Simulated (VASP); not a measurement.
Here is a VASP 6.6.1 calculation.

INCAR

```
  ALGO = Normal
  EDIFF = 1E-7
  ENCUT = 520
  ISIF = 2
  ISMEAR = -1
  LASPH = True
  LCHARG = False
  LEFG = True
  LMIXTAU = True
  LREAL = False
  LWAVE = False
  METAGGA = R2SCAN
  NELM = 100
  PREC = Accurate
  SIGMA = 0.02
```

The input KPOINTS:

```
k-points
0
Gamma
  6 6 6
```

Contents of POSCAR:

```
KI
1.0
    0.0000000000      3.5327750000      3.5327750000
    3.5327750000      0.0000000000      3.5327750000
    3.5327750000      3.5327750000      0.0000000000
K I
1 1
Direct
    0.0000000000      0.0000000000      0.0000000000
    0.5000000000      0.5000000000      0.5000000000
```

Potentials or basis: VASP PAW PBE potentials, release 64 (K_sv, I).

Launch:

```console
$ cat potpaw_PBE.64/K_sv/POTCAR potpaw_PBE.64/I/POTCAR > POTCAR
$ mpirun -np 1 vasp_std > vasp.out
```

Question: Estimate the band gap on the k mesh.

Answer: 4.61 eV, direct.

Question: Predict the pressure.

Answer: 0.1 GPa.

Electric field gradients, principal values (V/Å²):
```tsv
atom	Vxx	Vyy	Vzz
1 K	0.000	0.000	-0.001
2 I	0.000	0.000	0.000
```

Caveat: the PAW data sets were made with another functional, which shifts forces and pressure a little; spin-orbit coupling is left out, which moves the levels of the heavy elements.

**What was measured.**

From a printed reference work, monograph, for a bulk crystal of KI: band gap 6.32 eV.

Against the measured gap of KI, 6.32 eV (a printed reference work, monograph), the calculated 4.61 eV is off by -1.71 eV. Spin-orbit coupling on I is left out. The value is that of r2SCAN, without temperature or zero-point motion.
